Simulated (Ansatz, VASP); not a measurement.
Two plane-wave programs on Y

The input INCAR:

```
SYSTEM = Y
ALGO = Normal
EDIFF = 1E-7
ENCUT = 520
GGA = PS
ISIF = 2
ISMEAR = -1
LASPH = .True.
LCHARG = .True.
LELF = .True.
LREAL = .False.
LVHAR = .True.
LWAVE = .False.
NBANDS = 12
NELM = 80
PREC = Accurate
SIGMA = 0.1
```

Contents of KPOINTS:

```
k-points
0
Gamma
  12 12 12
  0 0 0
```

Contents of POSCAR:

```
Y
1.0
   -1.8922660000      1.8922660000      1.8922660000
    1.8922660000     -1.8922660000      1.8922660000
    1.8922660000      1.8922660000     -1.8922660000
Y
1
Direct
    0.0000000000      0.0000000000      0.0000000000
```

Input for Ansatz:

```yaml
crystal:
  lattice:
    - [-1.892266, 1.892266, 1.892266]
    - [1.892266, -1.892266, 1.892266]
    - [1.892266, 1.892266, -1.892266]
  atoms:
    - { symbol: "Y", position: [0.0, 0.0, 0.0] }
  symmetry: { tolerance: 0.0003 }
kpoints:
  mp_grid: { grid: [12, 12, 12], shift: [0, 0, 0] }
  band_path:
    path:
      - [0.0, 0.0, 0.0]
      - [0.5, -0.5, 0.5]
      - [0.0, 0.0, 0.5]
      - [0.0, 0.0, 0.0]
      - [0.25, 0.25, 0.25]
      - [0.5, -0.5, 0.5]
      - [0.25, 0.25, 0.25]
      - [0.0, 0.0, 0.5]
    npoints: 8
magnetization:
  spin_polarized: false
scf:
  occupations: { method: fermi_dirac }
  lower_state_search: "off"
  max_iter: 200
hamiltonian:
  pseudopotentials: { kind: paw }
  xc: pbesol
basis:
  ecutwfc: 420
  fft_grid_basis: typed
output:
  forces: true
  stress: true
  eigenvalues: true
  bader: true
  populations: true
  elf: true
  write_potential: true
  volumetric_format: npy
  dos:
    e_range: [-12, 8]
    de: 0.05
    projected: { site_lists: { "Y": ["Y"] } }
checkpoint:
  read: saved_state
```

The cell was built by a generator and needn't be a form met in nature.

Alike in both runs: task single point; functional PBEsol; k mesh 12 × 12 × 12; no spin polarisation.

|  | VASP | Ansatz |
| --- | --- | --- |
| version | VASP 6.6.1 | Ansatz 0.2.0 |
| potentials or method | VASP PAW PBE potentials, release 64 (Y_sv) | PAW plane waves |
| plane-wave cutoff (eV) | 520 | 420 |
| occupations | fermi-dirac, width 0.1 eV | fermi-dirac |
| valence electrons in the cell | 11 | 11 |

|  | VASP | Ansatz | Ansatz less VASP |
| --- | --- | --- | --- |
| pressure (GPa) | 7.3 | 7.5 | +0.20 |

Caveats: the PAW data sets were made with another functional, which shifts forces and pressure a little (VASP).
